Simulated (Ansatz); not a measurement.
# Ga6As5P (zincblende [001] superlattice): converging the G0W0 gap

How do accuracy and time trade against each other in G0W0 on Ga6As5P (zincblende [001] superlattice)?

Program: Ansatz 0.2.0. Level of theory: G0W0 on PBEsol, plane waves, PAW; PAW set soft_1. Results are calculated unless marked as measured.

## (1) The starting structure

The cell holds 12 atoms: 6 Ga, 5 As and 1 P. Cell: a = 3.979 Å, b = 3.979 Å, c = 16.830 Å, α = 90.0°, β = 90.0°, γ = 90.0°. It derives from GaAs. Regions: GaAs, 10 atoms (5 Ga and 5 As); GaP, 2 atoms (1 Ga and 1 P). The structure's axis is c.

The structure was relaxed with PBEsol. The runs that relaxed it are not among those shown.

## (2) 281 empty bands, screening to 60 eV

G0W0 replaces the xc potential by the self-energy, built once from these orbitals. Only a window of levels is corrected, while the sums run over the empty bands that the input names. This step takes PAW set soft_1 files.

File input.yaml:

```yaml
crystal:
  lattice:
    - [3.9792939425, 0.0, 0.0]
    - [0.0, 3.9792939425, 0.0]
    - [0.0, 0.0, 16.8298138015]
  atoms:
    - { symbol: Ga, position: [0.0, 0.0, 0.0391723872] }
    - { symbol: As, position: [0.5, 0.0, 0.1234835605] }
    - { symbol: Ga, position: [0.5, 0.5, 0.2077061762] }
    - { symbol: As, position: [0.0, 0.5, 0.2920803439] }
    - { symbol: Ga, position: [0.0, 0.0, 0.3764446862] }
    - { symbol: As, position: [0.5, 0.0, 0.460813568] }
    - { symbol: Ga, position: [0.5, 0.5, 0.5451824498] }
    - { symbol: As, position: [0.0, 0.5, 0.6295467921] }
    - { symbol: Ga, position: [0.0, 0.0, 0.7139209597] }
    - { symbol: As, position: [0.5, 0.0, 0.7981435755] }
    - { symbol: Ga, position: [0.5, 0.5, 0.8824547487] }
    - { symbol: P, position: [0.0, 0.5, 0.960813568] }
kpoints:
  mp_grid: { grid: [4, 4, 2] }
hamiltonian:
  xc: pbesol
  pseudopotentials: { kind: paw, azcp: { folder: soft_1 }, xc_functional: pbe }
scf:
  occupations: { method: fixed }
gw:
  n_empty_bands: 281
  ecut_chi: 60
  qp_bands: [v4, c4]
  qp_kpoints: band_edges
  screening: { model: contour_deformation }
```

On the command line:

```bash
ansatz run input.yaml --threads 2 --pin off --max-ram 73728MiB --backend cuda --events-out ev --progress --plain --runs-dir out --devices 1 --max-vram 13GiB
```

Numbers of over 12 decimals in the logs are rounded to 6 here.

Log:

```text
GPUs: using 1 of 1 available (devices: 1).
Engine: ansatz 0.2.0, x86_64-unknown-linux-gnu
Pseudopotentials: kind: paw
Pseudopotential: Ga, paw, valence charge 13, recommended cutoff 420 eV (normal), soft_1/Ga.paw.azcp
Pseudopotential: As, paw, valence charge 15, recommended cutoff 420 eV (normal), soft_1/As.paw.azcp
Pseudopotential: P, paw, valence charge 5, recommended cutoff 420 eV (normal), soft_1/P.paw.azcp
Functional definition: PBEsol
  exchange = pbesol_x
  correlation = pbesol_c
device memory: the entry about to start is reckoned to put 3.3 GiB on a device that reports 38.0 GiB free (of which the cap on the GPU budget leaves the run 13.0 GiB)
GPU FFT provider: cuFFT
GPU libraries: cuBLAS 13.8.2, cuFFT 12.4.0, cuSOLVER 12.3.4
Crystal: 12 atoms, lattice volume = 266.496 Å³
Basis set: ecut = 420 eV, 5225 PW (Γ)
Bands: 95, of which v1, the nominal top of the filled ones, is band 79 counted from 1 (78 counted from 0)
Symmetry: 8 space group operations
Space group: P-4m2 (ITA 115), of the structure as read, at distance tolerance 6.4e-5 Å
k-points: 12 of 32
Non-local potential: Ga, projectors of the file, l = 0: 2, l = 1: 2, l = 2: 3, l = 3: 1
Non-local potential: As, projectors of the file, l = 0: 2, l = 1: 2, l = 2: 3, l = 3: 1
Non-local potential: P, projectors of the file, l = 0: 2, l = 1: 2, l = 2: 1
PAW form: soft (Blöchl's): semilocal exchange-correlation on the pseudo side does not see the compensation charge
PAW frozen core: Ga, regenerated for the run's functional, and the local potential with it (the file was generated under x = pbe(κ = 0.804, μ = 0.219515), c = pbe(β = 0.066725))
PAW frozen core: As, regenerated for the run's functional, and the local potential with it (the file was generated under x = pbe(κ = 0.804, μ = 0.219515), c = pbe(β = 0.066725))
PAW frozen core: P, regenerated for the run's functional, and the local potential with it (the file was generated under x = pbe(κ = 0.804, μ = 0.219515), c = pbe(β = 0.066725))
PAW one-centre angular grid: Ga, 590 points (default); XC on 64 Gauss nodes
PAW one-centre angular grid: As, 590 points (default); XC on 64 Gauss nodes
PAW one-centre angular grid: P, 110 points (default); XC on 64 Gauss nodes
Initial density: superposition of atomic densities (chi_scale 0.1, normalization cell, long waves kept (reshape's long-wave potential 0.32 eV rms))
Initial wavefunctions: pseudopotential atomic-orbital guess
GPU buffer pool allocated for 87480 grid points (all kernels)
GPU transforms: local potential and band sums: pruned to the plane-wave sphere, on 27×27×120
Functional: x = pbesol(κ = 0.804, μ = 0.123457), c = pbesol(β = 0.046)
SCF iter   1: F=—  HF=-47268.894378 eV  |F-HF|=—  |Δ(HF+E_count)|=         —  Δρ=4.43e-2  dr2=4.09e0  ethr=3.10e-3  ⟨swp⟩=5.0  Hψ=3603  notcnv=0  defer=151
preconditioner: auto → Resta (q_TF=auto, 2.501 Å⁻¹)  ε∞=3.6  [insulator: Δε(μ)=0.530 eV  Ē_g=14.532 eV  n_scr=84 (ndim 8)  ℏωp=23.6 eV  f_vac=0.000  ε∞_Penn≈3.6]
SCF iter   2: F=—  HF=-47268.285527 eV  |F-HF|=—  |Δ(HF+E_count)|=   6.09e-1  Δρ=2.43e-2  dr2=1.13e0  ethr=2.59e-3  ⟨swp⟩=2.0  Hψ=1370  notcnv=0  defer=143
SCF iter   3: F=—  HF=-47268.083308 eV  |F-HF|=—  |Δ(HF+E_count)|=   2.02e-1  Δρ=7.63e-3  dr2=5.29e-1  ethr=7.13e-4  ⟨swp⟩=2.3  Hψ=1294  notcnv=0  defer=157
SCF iter   4: F=—  HF=-47268.017223 eV  |F-HF|=—  |Δ(HF+E_count)|=   6.61e-2  Δρ=1.86e-3  dr2=1.50e-2  ethr=3.35e-4  ⟨swp⟩=2.3  Hψ=1263  notcnv=0  defer=161
SCF iter   5: F=—  HF=-47268.021360 eV  |F-HF|=—  |Δ(HF+E_count)|=   4.14e-3  Δρ=9.29e-4  dr2=2.87e-3  ethr=9.47e-6  ⟨swp⟩=2.9  Hψ=2188  notcnv=0  defer=168
SCF iter   6: F=—  HF=-47268.021671 eV  |F-HF|=—  |Δ(HF+E_count)|=   3.11e-4  Δρ=4.18e-4  dr2=3.32e-4  ethr=1.82e-6  ⟨swp⟩=2.0  Hψ=1998  notcnv=0  defer=167
SCF iter   7: F=—  HF=-47268.021622 eV  |F-HF|=—  |Δ(HF+E_count)|=   4.83e-5  Δρ=9.81e-5  dr2=2.39e-5  ethr=2.10e-7  ⟨swp⟩=2.0  Hψ=1686  notcnv=0  defer=166
SCF iter   8: F=—  HF=-47268.021668 eV  |F-HF|=—  |Δ(HF+E_count)|=   4.52e-5  Δρ=4.34e-5  dr2=3.45e-6  ethr=1.51e-8  ⟨swp⟩=2.0  Hψ=2003  notcnv=0  defer=144
SCF iter   9: F=—  HF=-47268.021674 eV  |F-HF|=—  |Δ(HF+E_count)|=   6.38e-6  Δρ=1.33e-5  dr2=3.55e-7  ethr=2.18e-9  ⟨swp⟩=2.0  Hψ=1965  notcnv=0  defer=145
SCF iter  10: F=-47268.021674 eV  HF=-47268.021674 eV  |F-HF|=6.05e-9  |Δ(HF+E_count)|=   4.26e-7  Δρ=3.94e-6  dr2=3.75e-8  ethr=6.33e-11  ⟨swp⟩=11.7  Hψ=5323  notcnv=0
SCF 1 converged in 10 iterations: F = -47268.021674 eV  dr2 = 3.75e-8
  greatest PAW one-centre occupation: 0.999 electrons in one spin orbital (limit 2), on the As atom at site 5 (counted from 0), in its partial waves of l = 2
device memory: the entry about to start is reckoned to put 3.9 GiB (of the 4.1 GiB reckoned in all, the device holds 0.1 GiB already) on a device that reports 40.1 GiB free (of which the cap on the GPU budget leaves the run 12.9 GiB)
NSCF: frozen V_eff on 12 k-points
the band table was solved once the SCF had ended and its energy, with any forces and stress, was formed, with the checks that follow a solve (4386 applications of the Hamiltonian). They found nothing against the state; the energy, forces and stress were not computed again (output.eigenvalues in the input reference)
device memory: the entry about to start is reckoned to put 4.3 GiB on a device that reports 40.9 GiB free (of which the cap on the GPU budget leaves the run 13.0 GiB)
NSCF: frozen V_eff on 12 k-points
G₀W₀ screening: q 1/12
[... further progress lines ...]
SCF converged after 10 iterations
Free energy (F): -47268.021674 eV
Harris-Foulkes:  -47268.021674 eV  (|F-HF|=6.05e-9)
Internal energy: -47268.021674 eV  (E = F + TS)
E sigma→0 (E₀):  -47268.021674 eV
Fermi energy:    7.690773 eV
--- Per-component energies (eV) ---
  E_band       = -1679.077134
  E_kinetic    = 1230.725223
  E_local      = -20864.840887  (includes V_loc(G=0)·N_el)
  E_nonlocal   = -2478.933408
  E_hartree    = 12109.894403
  E_xc         = -799.519191
  E_vxc        = -766.746360  (∫ρ·V_xc dr)
  E_paw        = -22112.753990  (= ΣΔE_a)
  E_vpaw       = -3019.047950  (= ΣTr[D̂ρ^β])
  E_aug_tail   = -0.001288  (compensation charges beyond the density's cutoff)
  E_ewald      = -14362.648658
  E_core_change = 10.056122  (= ΣΔE_core)
  E_smearing   = -0.000000  (= −TS)
  E_closure    = -0.000000  (closes the sum)
  Σ components = -47268.021674   (vs F -47268.021674, Δ=0.00e0)
--- Band table (eV; the first three rows and the last of 12) ---
  k-point 0: bands = [... 75 lower, 6.7283, 7.6759, 7.6908, 7.6908, 8.3097, 8.9715, 9.0055, 9.2244, ... 12 higher]
  k-point 1: bands = [... 75 lower, 7.2837, 7.2837, 7.4171, 7.4171, 8.9036, 8.9741, 9.3779, 9.4722, ... 12 higher]
  k-point 2: bands = [... 75 lower, 6.8266, 6.8362, 6.8760, 7.4181, 9.2161, 9.2747, 9.5252, 9.8985, ... 12 higher]
  k-point 11: bands = [... 75 lower, 4.7586, 4.7722, 4.8048, 4.8272, 9.4488, 9.5775, 9.5990, 9.7357, ... 12 higher]
--- G₀W₀: contour deformation, 7 samples at zero and on the imaginary axis and 1 off it, 32 q-points, 281 empty bands' worth ---
  eigenvalues of the whole cell's RPA ε∞ on this k-mesh (on a slab, of 1 + 4πα/V) = 32.1279, 38.1762, 38.1762; static W/v taken at q = 0 is 0.025175
  gw.qp_kpoints: band_edges: 8 of 12 stored k-points solved, in 1 pass; an edge of the gap read off the rows below is read off those points alone
    valence top: of the k-points left out ik 6 came nearest to being solved in a further pass, in band 79 (counted from 1, as in the quasiparticle table): it holds the edge there only if its correction is more favourable than any solved in that band by at least 1.189 eV; those differ by 0.130 eV
    conduction bottom: of the k-points left out ik 6 came nearest to being solved in a further pass, in band 80 (counted from 1, as in the quasiparticle table): it holds the edge there only if its correction is more favourable than any solved in that band by at least 0.696 eV; those differ by 0.607 eV
  `?` marks the rows in doubt; gw_qp.tsv's column doubts and the gw_qp event give each row's grounds
    ik  band        ε_KS         Σx   Σc(E_QP)       V_xc       Z   E_QP_lin       E_QP  E_QP is
     0    76      6.7283   -16.1935     1.7362   -14.3037  0.7509     6.5738     6.5747  root
     0    77      7.6759   -16.4614     1.0197   -15.3870  0.7633     7.6211     7.6212  root
     0    78      7.6908   -16.9523     1.4541   -15.4016  0.7604     7.5939     7.5942  root
     0    79      7.6908   -16.9523     1.4541   -15.4016  0.7604     7.5939     7.5942  root
     0    80      8.3097   -11.9981    -3.1898   -15.9989  0.7722     9.1434     9.1207  root ?
     0    81      8.9715    -7.6482    -3.7036   -11.7051  0.7677     9.3305     9.3248  root
     0    82      9.0055    -6.8281    -3.6913   -10.7356  0.7749     9.2234     9.2217  root
     0    83      9.2244    -7.3357    -3.6734   -11.2867  0.7732     9.5051     9.5020  root
     1    76      7.2837   -16.6066     1.5574   -14.9274  0.7558     7.1615     7.1620  root
     1    77      7.2837   -16.6066     1.5574   -14.9274  0.7558     7.1615     7.1620  root
     1    78      7.4171   -16.5890     1.5003   -14.9783  0.7586     7.3064     7.3068  root
     1    79      7.4171   -16.5890     1.5003   -14.9783  0.7586     7.3064     7.3068  root
     1    80      8.9036    -7.5778    -3.6650   -11.5644  0.7697     9.2296     9.2251  root
     1    81      8.9741    -7.0879    -3.6574   -10.9834  0.7738     9.2144     9.2123  root
     1    82      9.3779    -9.4551    -3.4747   -13.3829  0.7648     9.8426     9.8310  root
     1    83      9.4722    -9.8475    -3.4116   -13.7437  0.7669     9.9715     9.9569  root
     2    76      6.8266   -16.3813     1.7442   -14.4920  0.7526     6.6808     6.6815  root
     2    77      6.8362   -16.0569     1.3738   -14.5865  0.7565     6.7393     6.7396  root
     2    78      6.8760   -16.0379     1.3679   -14.5729  0.7572     6.7785     6.7788  root
     2    79      7.4181   -16.8219     1.5697   -15.1437  0.7579     7.3093     7.3096  root
     2    80      9.2161    -9.7921    -3.4991   -13.8346  0.7672     9.7819     9.7595  root
     2    81      9.2747    -9.8207    -3.4889   -13.8634  0.7690     9.8531     9.8285  root
     2    82      9.5252    -7.7925    -3.7777   -11.9300  0.7688     9.8910     9.8849  root
     2    83      9.8985    -8.2946    -3.8436   -12.5523  0.7635    10.3218    10.3127  root
     3    76      6.7895   -15.9476     1.4140   -14.4228  0.7553     6.6784     6.6788  root
[...]
11    76      4.7586   -15.4904     2.3223   -12.9311  0.7259     4.5191     4.5216  root
    11    77      4.7722   -15.2482     2.2578   -12.7664  0.7277     4.5459     4.5482  root
    11    78      4.8048   -15.2934     2.2578   -12.8108  0.7275     4.5777     4.5799  root
    11    79      4.8272   -15.3091     2.2346   -12.8478  0.7293     4.5983     4.6005  root
    11    80      9.4488    -7.2832    -3.6331   -11.1633  0.7737     9.6982     9.6958  root
    11    81      9.5775    -7.1428    -3.6521   -11.0137  0.7745     9.7981     9.7962  root
    11    82      9.5990    -7.1946    -3.6447   -11.0591  0.7744     9.8206     9.8188  root
    11    83      9.7357    -7.0535    -3.6998   -10.9557  0.7732     9.9396     9.9381  root
```

It took 19 s on 1 × NVIDIA H100 80GB HBM3 (shared by 6 runs) with 2 threads of AMD EPYC 7R13 (Zen 3), shared host; peak memory 1.8 GiB; 21 s of CPU time.

The column dr2 measures how far the density is from self-consistency, as an energy; F and HF (Harris–Foulkes) agree once it is small.

Numbers from this step:

- bands summed: 360
- RPA ε∞ on this mesh (eigenvalues): 32.13, 38.18, 38.18
- plane waves in the screening matrix: 289
- q-points in the mesh: 32
- G0W0 gap on the mesh: 1.499 eV
- k of the valence top: 0, 0, 0
- k of the conduction bottom: 0, 0, 0
- starting gap on the mesh: 0.6189 eV
- Z at the valence top: 0.7633
- Z at the conduction bottom: 0.7722
- least direct G0W0 gap on the computed points: 1.499 eV

The gap on the mesh goes from 0.62 eV to 1.50 eV, a correction of +0.88 eV. The program marks an edge row as in doubt. Between the two edge states, bare exchange in place of the xc potential would open the gap by 5.08 eV, and correlation takes back 4.21 eV.

## (3) 1111 empty bands, screening to 150 eV

Bands and screening cutoff are moved together, since each hides the error of the other.

input.yaml, as its differences from that of step 2:

```diff
@@ -26,4 +26,4 @@
 gw:
-  n_empty_bands: 281
-  ecut_chi: 60
+  n_empty_bands: 1111
+  ecut_chi: 150.0
   qp_bands: [v4, c4]
```

Log:

```text
GPUs: using 1 of 1 available (devices: 1).
[...]
GPU FFT provider: cuFFT
GPU libraries: cuBLAS 13.8.2, cuFFT 12.4.0, cuSOLVER 12.3.4
Crystal: 12 atoms, lattice volume = 266.496 Å³
Basis set: ecut = 420 eV, 5225 PW (Γ)
Bands: 95, of which v1, the nominal top of the filled ones, is band 79 counted from 1 (78 counted from 0)
Symmetry: 8 space group operations
[...]
k-points: 12 of 32
[...]
GPU buffer pool allocated for 87480 grid points (all kernels)
[...]
SCF iter   1: F=—  HF=-47268.894378 eV  |F-HF|=—  |Δ(HF+E_count)|=         —  Δρ=4.43e-2  dr2=4.09e0  ethr=3.10e-3  ⟨swp⟩=5.0  Hψ=3603  notcnv=0  defer=151
[...]
SCF iter  10: F=-47268.021674 eV  HF=-47268.021674 eV  |F-HF|=6.05e-9  |Δ(HF+E_count)|=   4.26e-7  Δρ=3.94e-6  dr2=3.75e-8  ethr=6.33e-11  ⟨swp⟩=11.7  Hψ=5323  notcnv=0
SCF 1 converged in 10 iterations: F = -47268.021674 eV  dr2 = 3.75e-8
[...]
NSCF: frozen V_eff on 12 k-points
[...]
G₀W₀ screening: q 1/12
[... further progress lines ...]
SCF converged after 10 iterations
Free energy (F): -47268.021674 eV
[...]
Internal energy: -47268.021674 eV  (E = F + TS)
E sigma→0 (E₀):  -47268.021674 eV
Fermi energy:    7.690773 eV
[...]
--- Band table (eV; the first three rows and the last of 12) ---
  k-point 0: bands = [... 75 lower, 6.7283, 7.6759, 7.6908, 7.6908, 8.3097, 8.9715, 9.0055, 9.2244, ... 12 higher]
  k-point 1: bands = [... 75 lower, 7.2837, 7.2837, 7.4171, 7.4171, 8.9036, 8.9741, 9.3779, 9.4722, ... 12 higher]
  k-point 2: bands = [... 75 lower, 6.8266, 6.8362, 6.8760, 7.4181, 9.2161, 9.2747, 9.5252, 9.8985, ... 12 higher]
  k-point 11: bands = [... 75 lower, 4.7586, 4.7722, 4.8048, 4.8272, 9.4488, 9.5775, 9.5990, 9.7357, ... 12 higher]
[...]
bands read: the sum over 1190 bands ends inside a degenerate multiplet in 1 slot, whose members it reads at an even weight; the widest, k=1: bands 1190 to 1191 (counted from 1) at 1/2 each
[...]
0    76      6.7283   -16.1935     1.3847   -14.3037  0.7493     6.2061     6.2231  root
     0    77      7.6759   -16.4614     0.6232   -15.3870  0.7607     7.2144     7.2247  root
     0    78      7.6908   -16.9523     1.0607   -15.4016  0.7579     7.1865     7.2008  root
     0    79      7.6908   -16.9523     1.0607   -15.4016  0.7579     7.1865     7.2008  root
     0    80      8.3097   -11.9981    -3.6866   -15.9989  0.7711     8.6276     8.6239  root
     0    81      8.9715    -7.6482    -3.9536   -11.7051  0.7670     9.0752     9.0749  root
     0    82      9.0055    -6.8281    -3.8830   -10.7356  0.7750     9.0300     9.0300  root
     0    83      9.2244    -7.3357    -3.8959   -11.2867  0.7732     9.2796     9.2794  root
[...]
11    80      9.4488    -7.2832    -3.8505   -11.1633  0.7735     9.4784     9.4784  root
    11    81      9.5775    -7.1428    -3.8572   -11.0137  0.7745     9.5912     9.5912  root
    11    82      9.5990    -7.1946    -3.8517   -11.0591  0.7744     9.6118     9.6118  root
    11    83      9.7357    -7.0535    -3.8978   -10.9557  0.7729     9.7401     9.7401  root
```

Wall time 2.2 min (1 × NVIDIA H100 80GB HBM3 (shared by 6 runs) with 2 threads); peak memory 5.1 GiB; 3.5 min of CPU time.

Numbers from this step:

| Item | Value |
| --- | --- |
| bands summed | 1190 |
| RPA ε∞ on this mesh (eigenvalues) | 32.20, 38.28, 38.28 |
| plane waves in the screening matrix | 1093 |
| q-points in the mesh | 32 |
| G0W0 gap on the mesh | 1.399 eV |
| k of the valence top | 0, 0, 0 |
| k of the conduction bottom | 0, 0, 0 |
| starting gap on the mesh | 0.6189 eV |
| Z at the valence top | 0.7607 |
| Z at the conduction bottom | 0.7711 |
| least direct G0W0 gap on the computed points | 1.399 eV |

Against the run with 4×4×2 mesh, 281 empty bands, screening to 60 eV, PAW set soft_1 files, the gap moves by −0.10 eV.

## (4) Convergence and cost

Times are wall times on 1 × NVIDIA H100 80GB HBM3 (shared by 6 runs) with 2 threads of AMD EPYC 7R13 (Zen 3), shared host, good to a factor of about two.

```tsv
mesh	files	frequency	bands summed	cutoff (eV)	start (eV)	G0W0 (eV)	time	host memory (GiB)
4×4×2	PAW set soft_1	contour deformation	360	60	0.619	1.499	19 s	1.8
4×4×2	PAW set soft_1	contour deformation	1190	150	0.619	1.399	2.2 min	5.1
```

How the two edges are built up, in eV (the quasiparticle level is the starting level plus Σx plus Σc less Vxc):

```tsv
run	edge	start	Σx	Σc	Vxc	Z	QP
360 bands	valence top	7.68	-16.46	1.02	-15.39	0.76	7.62
360 bands	conduction bottom	8.31	-12.00	-3.19	-16.00	0.77	9.12
1190 bands	valence top	7.68	-16.46	0.62	-15.39	0.76	7.22
1190 bands	conduction bottom	8.31	-12.00	-3.69	-16.00	0.77	8.62
```

## (5) Results

| Property | Result |
| --- | --- |
| 360 bands, 60 eV | 1.499 eV |
| 1190 bands, 150 eV | 1.399 eV |
| mesh and start | 4×4×2, PBEsol |

**Reading.** From 360 to 1190 bands the gap moves by −0.10 eV while the time grows 7.3-fold. Σc changes by −0.40 eV at the valence top and −0.50 eV at the conduction bottom, so the levels themselves move more than the gap between them. The 4×4×2 mesh is coarse for this cell (its supercell is 16 Å along the shortest edge). The RPA ε∞ on it, from the PBEsol start, is 32.20 and 38.28; such meshes misread the long-range screening, most where the gap is narrow. The RPA ε∞ on this mesh reaches over 25; with a narrow direct gap a coarse mesh can overstate it, and the correction is then too small. The many-body steps are scalar-relativistic: spin-orbit coupling is not in them.

[Paths, hosts, dates, memory and timing lines, banners, echoed tables and standing remarks are left out of the program output.]

[Logs are printed without paths, hosts, clocks, repeated set-up lines and the standing remarks that a program may print on its own settings, such as how far it seeks lower states.]

[Runs of the session that timed out or met a known fault of the program may be left out.]

[Cells called generated may have been cut or substituted from an entry of the Crystallography Open Database or the Materials Project.]

[Hosts, paths, dates, database ids (printed as entryN), source tags and the programs' standing remarks are cut or masked in the printed files.]
